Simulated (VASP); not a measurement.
# Lu (P6_3/mmc) in VASP: notebook

One crystal, Lu, is run at these levels: PBE; tasks: single point.

Everything below comes from runs of VASP 6.6.1. Logs are shortened: lines on timing, memory, paths and dates and some standing lists are left out, and cuts for length are marked.

## (1) Starting point

The structure is hexagonal, space group P6_3/mmc (No. 194). The conventional cell has a = 3.503 Å, b = 3.503 Å, c = 5.551 Å, α = 90.00°, β = 90.00°, γ = 120.00°. Lu (site symmetry -6m2) is surrounded by 12 Lu at 3.43 to 3.50 Å.

## (2) Single point, PBE

Input file INCAR:

```
SYSTEM = Lu
  PREC = Accurate
  ENCUT = 300
  EDIFF = 1E-6
  ISMEAR = 0
  SIGMA = 0.1
  LREAL = .False.
  LASPH = .True.
  NELM = 100
  ALGO = Normal
  ISIF = 2
  LWAVE = .False.
  LCHARG = .False.
  GGA = PE
  ADDGRID = .False.
```

Input file KPOINTS:

```
regular mesh
0
Gamma
  3 3 2
  0 0 0
```

Input file POSCAR:

```
Lu
1.0
    3.5031000000      0.0000000000      0.0000000000
   -1.7515500000      3.0337735920      0.0000000000
    0.0000000000      0.0000000000      5.5509000000
Lu
2
Direct
    0.6666666667      0.3333333333      0.7500000000
    0.3333333333      0.6666666667      0.2500000000
```

Potentials or basis: VASP PAW PBE potentials, release 64 (Lu_3), 4f in core.

Started as:

```bash
cat potpaw_PBE.64/Lu_3/POTCAR > POTCAR
mpirun -np 1 vasp_std > vasp.out
```

OUTCAR:

```text
SYSTEM = Lu
   PREC = Accurate
   ENCUT = 300
   EDIFF = 1E-6
   ISMEAR = 0
   LREAL = .False.
   LASPH = .True.
   NELM = 100
   ISIF = 2
   GGA = PE

 Found      6 irreducible k-points:

 Following reciprocal coordinates:
            Coordinates               Weight
  0.000000  0.000000  0.000000      1.000000
  0.333333  0.000000  0.000000      6.000000
  0.333333  0.333333  0.000000      2.000000
  0.000000  0.000000  0.500000      1.000000
  0.333333  0.000000  0.500000      6.000000
  0.333333  0.333333  0.500000      2.000000
   k-points           NKPTS =      6   k-points in BZ     NKDIM =      6   number of bands    NBANDS=     13
   number of dos      NEDOS =    301   number of ions     NIONS =      2
   total plane-waves  NPLWV =  12800
   dimension x,y,z NGX =    20 NGY =   20 NGZ =   32
   dimension x,y,z NGXF=    40 NGYF=   40 NGZF=   64
   ions per type =               2
   NGX,Y,Z   is equivalent  to a cutoff of   9.49,  9.49,  9.58 a.u.
   NGXF,Y,Z  is equivalent  to a cutoff of  18.98, 18.98, 19.17 a.u.
 SYSTEM =  Lu
   PREC   = accura    normal or accurate (medium, high low for compatibility)
   ISTART =      0    job   : 0-new  1-cont  2-samecut
   ICHARG =      2    charge: 1-file 2-atom 10-const
   ISPIN  =      1    spin polarized calculation?
   LNONCOLLINEAR =      F non collinear calculations
   LSORBIT =      F    spin-orbit coupling
   LASPH  =      T    aspherical Exc in radial PAW
   ENCUT  =  300.0 eV  22.05 Ry    4.70 a.u.   4.95  4.95  7.84*2*pi/ulx,y,z
   NELM   =    100;   NELMIN=  2; NELMDL= -5     # of ELM steps
   EDIFF  = 0.1E-05   stopping-criterion for ELM
   LREAL  =      F    real-space projection
   EDIFFG = 0.1E-04   stopping-criterion for IOM
   NSW    =      0    number of steps for IOM
   IBRION =     -1    ionic relax: 0-MD 1-quasi-New 2-CG
   NFREE  =      0    steps in history (QN), initial steepest desc. (CG)
   ISIF   =      2    stress and relaxation
   ISYM   =      2    0-nonsym 1-usesym 2-fastsym
   POTIM  = 0.5000    time-step for ionic-motion
   TEBEG  =    0.0;   TEEND  =   0.0 temperature during run
   PSTRESS=    0.0 pullay stress
   NELECT =      18.0000    total number of electrons
   NUPDOWN=      -1.0000    fix difference up-down
   EMIN   =  10.00;   EMAX   =-10.00  energy-range for DOS
   EFERMI =   0.00;   METHOD = LEGACY
   ISMEAR =     0;   SIGMA  =   0.10  broadening in eV -4-tet -1-fermi 0-gaus
   EFERMI_NEDOS =   21; number of points for ismear=-14 and -15
   IALGO  =     38    algorithm
   IMIX   =      4    mixing-type and parameters
     AMIX     =   0.40;   BMIX     =  1.00
     AMIX_MAG =   1.60;   BMIX_MAG =  1.00
  volume/ion in A,a.u.               =      29.50       199.05
  Fermi-wavevector in a.u.,A,eV,Ry     =   1.102130  2.082723 16.526853  1.214689
  Thomas-Fermi vector in A             =   2.238568
   LORBIT       =      0    0 simple, 1 ext, 2 COOP (PROOUT), +10 PAW based schemes
   GGA     = PE    functional components
   LHFCALC =     F    Hartree Fock is set to
   AEXX    =    0.0000 exact exchange contribution
   IVDW    =     0    specifies the selected vdW correction
   LEPSILON=     F    determine dielectric tensor
   LRPA    =     F    only Hartree local field effects (RPA)
 non-spin polarized calculation
 Gauss-broadening in eV      SIGMA  =   0.10
  energy-cutoff  :      300.00
  volume of cell :       58.99
 maximum number of plane-waves:       708
 NGX is ok and might be reduce to    20
   NGX =  9   NGY =  9   NGZ = 15

 number of electron      18.0000003 magnetization

 Free energy of the ion-electron system (eV)
  ---------------------------------------------------
  ext. energy  EPLUGINS =         0.00000000
  ---------------------------------------------------
  free energy    TOTEN  =        -8.76128664 eV

  energy without entropy =       -8.72933322  energy(sigma->0) =       -8.74530993

 E-fermi :   2.8707     XC(G=0):  -9.9083

 val. band max:        2.8670918585   @ k =   0.3333   0.0000   0.0000
 cond. band min:       2.9736792694   @ k =   0.3333   0.0000   0.5000
 fundamental gap:      0.1065874109
 Fermi energy:         2.8707090522

 k-point     1 :       0.0000    0.0000    0.0000
  band No.  band energies     occupation
      1     -24.2431      2.00000
      2     -23.8827      2.00000
      3     -23.8827      2.00000
      4     -23.8067      2.00000
      5     -23.8067      2.00000
      6     -23.7316      2.00000
      7      -3.2498      2.00000
      8       0.3039      2.00000
      9       3.3569      0.00000
     10       4.9669      0.00000
     11       4.9675      0.00000
     12       5.2896      0.00000
     13       5.6587      0.00000

 k-point     2 :       0.3333    0.0000    0.0000
  band No.  band energies     occupation
      1     -24.1326      2.00000
      2     -24.1013      2.00000
      3     -24.0553      2.00000
      4     -23.9611      2.00000
      5     -23.8464      2.00000
      6     -23.8080      2.00000
      7      -0.9696      2.00000
      8       1.8199      2.00000
      9       2.2693      2.00000
     10       2.8671      1.04080
     11       4.4467      0.00000
     12       4.6356      0.00000
     13       5.0147      0.00000

 k-point     3 :       0.3333    0.3333    0.0000
  band No.  band energies     occupation
      1     -24.1531      2.00000
      2     -24.0781      2.00000
      3     -24.0781      2.00000
      4     -23.9923      2.00000
      5     -23.9381      2.00000
      6     -23.9381      2.00000
      7       1.7961      2.00000
      8       1.7961      2.00000
      9       2.1783      2.00000
     10       2.2100      2.00000
     11       4.0448      0.00000
     12       4.0448      0.00000
     13       5.3996      0.00000

 k-point     4 :       0.0000    0.0000    0.5000
  band No.  band energies     occupation
      1     -23.9943      2.00000
      2     -23.9943      2.00000
      3     -23.8448      2.00000
      4     -23.8448      2.00000
      5     -23.8448      2.00000
      6     -23.8448      2.00000
      7      -1.6342      2.00000
      8      -1.6342      2.00000
      9       3.9158      0.00000
     10       3.9158      0.00000
     11       4.9050      0.00000
     12       4.9050      0.00000
     13       4.9050      0.00000

 k-point     5 :       0.3333    0.0000    0.5000
  band No.  band energies     occupation
      1     -24.1682      2.00000
      2     -24.1682      2.00000
      3     -23.9041      2.00000
      4     -23.9041      2.00000
      5     -23.8801      2.00000
      6     -23.8801      2.00000
      7       0.1402      2.00000
      8       0.1402      2.00000
      9       2.9737      0.14533
     10       2.9737      0.14533
     11       4.1413      0.00000
     12       4.1413      0.00000
     13       6.0544      0.00000

 k-point     6 :       0.3333    0.3333    0.5000
  band No.  band energies     occupation
      1     -24.1732      2.00000
      2     -24.1732      2.00000
      3     -24.0734      2.00000
      4     -24.0734      2.00000
      5     -23.8394      2.00000
      6     -23.8394      2.00000
      7       2.1800      2.00000
      8       2.1800      2.00000
      9       2.3580      2.00000
     10       2.3580      2.00000
     11       3.0820      0.00281
     12       3.0820      0.00281
     13       6.0927      0.00000

------------------------ aborting loop because EDIFF is reached ----------------------------------------

  FORCE on cell =-STRESS in cart. coord.  units (eV):
  Direction    XX          YY          ZZ          XY          YZ          ZX
  --------------------------------------------------------------------------------------
  -------------------------------------------------------------------------------------
  Total        0.2048126      0.2048126     -1.0556674      0.0000000      0.0000000     -0.0000000
  in kB        5.5624771      5.5624771    -28.6707193      0.0000000      0.0000000     -0.0000000
  external PRESSURE =      -5.8485883 kB  Pullay stress =       0.0000000 kB

 VOLUME and BASIS-vectors are now :
 -----------------------------------------------------------------------------
  energy-cutoff  :      300.00
  volume of cell :       58.99
      direct lattice vectors                 reciprocal lattice vectors
     3.503100000  0.000000000  0.000000000     0.285461448  0.164811244  0.000000000
    -1.751550000  3.033773592  0.000000000     0.000000000  0.329622488  0.000000000
     0.000000000  0.000000000  5.550900000     0.000000000  0.000000000  0.180150967

 POSITION                                       TOTAL-FORCE (eV/Angst)
 -----------------------------------------------------------------------------------
      1.75155      1.01126      4.16318         0.000000     -0.000000      0.000000
     -0.00000      2.02252      1.38773        -0.000000      0.000000      0.000000
 -----------------------------------------------------------------------------------
    total drift:                               -0.000000      0.000000     -0.000000

  FREE ENERGIE OF THE ION-ELECTRON SYSTEM (eV)
  ---------------------------------------------------
  free  energy   TOTEN  =        -8.7612866406 eV

  energy  without entropy=       -8.7293332165  energy(sigma->0) =       -8.74530993
```

Wall time 2.3 s (1 thread of Intel Xeon 6975P-C (Granite Rapids), shared host); peak memory 0.12 GiB.

These settings aren't checked as converged: the numbers below hold their error.

What came out:

```yaml
Free_energy: -8.7613 eV
Pressure: -0.6 GPa
Band_gap_on_the_k_mesh: none (metal or under the smearing width)
```

Caveat: the k mesh is coarse (spacing up to 0.69 Å⁻¹), so the values aren't converged.

## (3) Single point, PBE

INCAR is that of step 2.

KPOINTS is that of step 2.

Input file POSCAR:

```
Lu
1.0
    3.5031000000      0.0000000000      0.0000000000
   -1.7515500000      3.0337735920      0.0000000000
    0.0000000000      0.0000000000      5.5509000000
Lu
2
Direct
    0.6483880000      0.2977880000      0.7516770000
    0.3414390000      0.6668870000      0.2457360000
```

Potentials or basis: VASP PAW PBE potentials, release 64 (Lu_3), 4f in core.

Started as:

```bash
cat potpaw_PBE.64/Lu_3/POTCAR > POTCAR
mpirun -np 1 vasp_std > vasp.out
```

OUTCAR:

```text
SYSTEM = Lu
   PREC = Accurate
   ENCUT = 300
   EDIFF = 1E-6
   ISMEAR = 0
   LREAL = .False.
   LASPH = .True.
   NELM = 100
   ISIF = 2
   GGA = PE

 Found     10 irreducible k-points:

 Following reciprocal coordinates:
            Coordinates               Weight
  0.000000  0.000000  0.000000      1.000000
  0.333333  0.000000  0.000000      2.000000
  0.000000  0.333333  0.000000      2.000000
 -0.333333  0.333333  0.000000      2.000000
  0.333333  0.333333  0.000000      2.000000
  0.000000  0.000000  0.500000      1.000000
   k-points           NKPTS =     10   k-points in BZ     NKDIM =     10   number of bands    NBANDS=     13
   number of dos      NEDOS =    301   number of ions     NIONS =      2
   total plane-waves  NPLWV =  12800
   dimension x,y,z NGX =    20 NGY =   20 NGZ =   32
   dimension x,y,z NGXF=    40 NGYF=   40 NGZF=   64
   ions per type =               2
   NGX,Y,Z   is equivalent  to a cutoff of   9.49,  9.49,  9.58 a.u.
   NGXF,Y,Z  is equivalent  to a cutoff of  18.98, 18.98, 19.17 a.u.
 SYSTEM =  Lu
   PREC   = accura    normal or accurate (medium, high low for compatibility)
   ISTART =      0    job   : 0-new  1-cont  2-samecut
   ICHARG =      2    charge: 1-file 2-atom 10-const
   ISPIN  =      1    spin polarized calculation?
   LNONCOLLINEAR =      F non collinear calculations
   LSORBIT =      F    spin-orbit coupling
   LASPH  =      T    aspherical Exc in radial PAW
   ENCUT  =  300.0 eV  22.05 Ry    4.70 a.u.   4.95  4.95  7.84*2*pi/ulx,y,z
[... 139 lines left out ...]
      1     -24.0131      2.00000
      2     -23.9790      2.00000
      3     -23.8490      2.00000
      4     -23.8423      2.00000
      5     -23.8402      2.00000
      6     -23.8366      2.00000
      7      -1.6591      2.00000
      8      -1.6065      2.00000
      9       3.8117      0.00000
     10       4.0143      0.00000
     11       4.8649      0.00000
     12       4.9186      0.00000
     13       4.9619      0.00000

 [... further k-points ...]

------------------------ aborting loop because EDIFF is reached ----------------------------------------

  FORCE on cell =-STRESS in cart. coord.  units (eV):
  Direction    XX          YY          ZZ          XY          YZ          ZX
  --------------------------------------------------------------------------------------
  -------------------------------------------------------------------------------------
  Total       -0.0316835      0.2559758     -0.9365210     -0.0224881     -0.0117152      0.0010753
  in kB       -0.8604866      6.9520108    -25.4348399     -0.6107505     -0.3181704      0.0292050
  external PRESSURE =      -6.4477719 kB  Pullay stress =       0.0000000 kB

 VOLUME and BASIS-vectors are now :
 -----------------------------------------------------------------------------
  energy-cutoff  :      300.00
  volume of cell :       58.99
      direct lattice vectors                 reciprocal lattice vectors
     3.503100000  0.000000000  0.000000000     0.285461448  0.164811244  0.000000000
    -1.751550000  3.033773592  0.000000000     0.000000000  0.329622488  0.000000000
     0.000000000  0.000000000  5.550900000     0.000000000  0.000000000  0.180150967

 POSITION                                       TOTAL-FORCE (eV/Angst)
 -----------------------------------------------------------------------------------
      1.74978      0.90342      4.17248         0.031357      0.150332     -0.160233
      0.02801      2.02318      1.36406        -0.031357     -0.150332      0.160233
 -----------------------------------------------------------------------------------
    total drift:                                0.000009      0.000017      0.000003

  FREE ENERGIE OF THE ION-ELECTRON SYSTEM (eV)
  ---------------------------------------------------
  free  energy   TOTEN  =        -8.7502706946 eV

  energy  without entropy=       -8.7171984848  energy(sigma->0) =       -8.73373459
```

It took 2.9 s on 1 thread of Intel Xeon 6975P-C (Granite Rapids), shared host; peak memory 0.12 GiB.

The run converged, but some of its settings lie outside the range that counts as converged, so its numbers aren't taken as properties of the crystal.

What came out:

```
Free energy            : -8.7503 eV
Pressure               : -0.6 GPa
Largest force          : 0.222 eV/Å
Band gap on the k mesh : none (metal or under the smearing width)
```

Caveat: the k mesh is coarse (spacing up to 0.69 Å⁻¹), so the values aren't converged.

## (4) Single point, PBE

Changes to INCAR since step 3:

```diff
@@ -2,3 +2,3 @@
   PREC = Accurate
-  ENCUT = 300
+  ENCUT = 400
   EDIFF = 1E-6
```

KPOINTS is that of step 3.

Input file POSCAR:

```
Lu
1.0
    3.5031000000      0.0000000000      0.0000000000
   -1.7515500000      3.0337735920      0.0000000000
    0.0000000000      0.0000000000      5.5509000000
Lu
2
Direct
    0.6666666667      0.3333333333      0.7500000000
    0.3333333333      0.6666666667      0.2500000000
```

Started as:

```bash
cat potpaw_PBE.64/Lu_3/POTCAR > POTCAR
mpirun -np 1 vasp_std > vasp.out
```

It took 2.9 s on 1 thread of Intel Xeon 6975P-C (Granite Rapids), shared host; peak memory 0.14 GiB.

These settings aren't checked as converged: the numbers below hold their error.

Results:

```
Free energy            : -8.7624 eV
Pressure               : -0.6 GPa
Band gap on the k mesh : none (metal or under the smearing width)
```

Caveat: the k mesh is coarse (spacing up to 0.69 Å⁻¹), so the values aren't converged.

## (5) Single point, PBE

INCAR is that of step 4.

KPOINTS is that of step 4.

Input file POSCAR:

```
Lu
1.0
    3.5031000000      0.0000000000      0.0000000000
   -1.7515500000      3.0337735920      0.0000000000
    0.0000000000      0.0000000000      5.5509000000
Lu
2
Direct
    0.6483880000      0.2977880000      0.7516770000
    0.3414390000      0.6668870000      0.2457360000
```

Started as:

```bash
cat potpaw_PBE.64/Lu_3/POTCAR > POTCAR
mpirun -np 1 vasp_std > vasp.out
```

It took 3.5 s on 1 thread of Intel Xeon 6975P-C (Granite Rapids), shared host; peak memory 0.14 GiB.

The run converged, but some of its settings lie outside the range that counts as converged, so its numbers aren't taken as properties of the crystal.

Results:

```
Free energy            : -8.7514 eV
Pressure               : -0.6 GPa
Largest force          : 0.222 eV/Å
Band gap on the k mesh : none (metal or under the smearing width)
```

Caveat: the k mesh is coarse (spacing up to 0.69 Å⁻¹), so the values aren't converged.

## (6) Single point, PBE

Changes to INCAR since step 5:

```diff
@@ -2,3 +2,3 @@
   PREC = Accurate
-  ENCUT = 400
+  ENCUT = 450
   EDIFF = 1E-6
```

KPOINTS is that of step 5.

Input file POSCAR:

```
Lu
1.0
    3.5031000000      0.0000000000      0.0000000000
   -1.7515500000      3.0337735920      0.0000000000
    0.0000000000      0.0000000000      5.5509000000
Lu
2
Direct
    0.6666666667      0.3333333333      0.7500000000
    0.3333333333      0.6666666667      0.2500000000
```

Potentials or basis: VASP PAW PBE potentials, release 64 (Lu_3), 4f in core.

Started as:

```bash
cat potpaw_PBE.64/Lu_3/POTCAR > POTCAR
mpirun -np 1 vasp_std > vasp.out
```

It took 3.1 s on 1 thread of Intel Xeon 6975P-C (Granite Rapids), shared host; peak memory 0.15 GiB.

The run converged, but some of its settings lie outside the range that counts as converged, so its numbers aren't taken as properties of the crystal.

What came out:

```
Free energy            : -8.7627 eV
Pressure               : -0.6 GPa
Band gap on the k mesh : none (metal or under the smearing width)
```

Caveat: the k mesh is coarse (spacing up to 0.69 Å⁻¹), so the values aren't converged.
